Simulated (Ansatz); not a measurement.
GaP:

```xyz
2
Lattice="0.0000 2.7252 2.7252 2.7252 0.0000 2.7252 2.7252 2.7252 0.0000" Properties=species:S:1:pos:R:3 pbc="T T T"
Ga    0.0000    0.0000    0.0000
P     4.0879    4.0879    4.0879
```

| Property | Result |
| --- | --- |
| Program | Ansatz 0.2.0 |
| Task | relaxation of cell and atoms |
| Functional | revPBE |
| Potentials or basis | all-electron LAPW, scalar-relativistic |
| Basis error allowed | 0.001 eV/atom |
| k mesh | 8 × 8 × 8 |
| Occupations | fermi-dirac, width 0.05 eV |
| Spin | no spin polarisation |

At the start: volume 20.24 Å³/atom.

**Question.** Where does the relaxation end?

**Answer.** Over 5 steps the energy falls by 12.2 meV/atom and the volume is 21.26 Å³/atom (+5.1 %); space group F-43m (No. 216, to 0.05 Å).

Step by step:
```
step  energy change (eV)  largest force (eV/Å)  volume (Å³)
   1              0.0000                0.0000        40.48
   2             -0.0219                0.0000        41.85
   3             -0.0244                0.0000        42.47
   4             -0.0245                0.0000        42.53
   5             -0.0245                0.0000        42.53
```

Final structure:
```
CELL_PARAMETERS angstrom
0.00000 2.77038 2.77038
2.77038 0.00000 2.77038
2.77038 2.77038 0.00000
ATOMIC_POSITIONS crystal
Ga 0.00000 0.00000 0.00000
P 0.75000 0.75000 0.75000
```
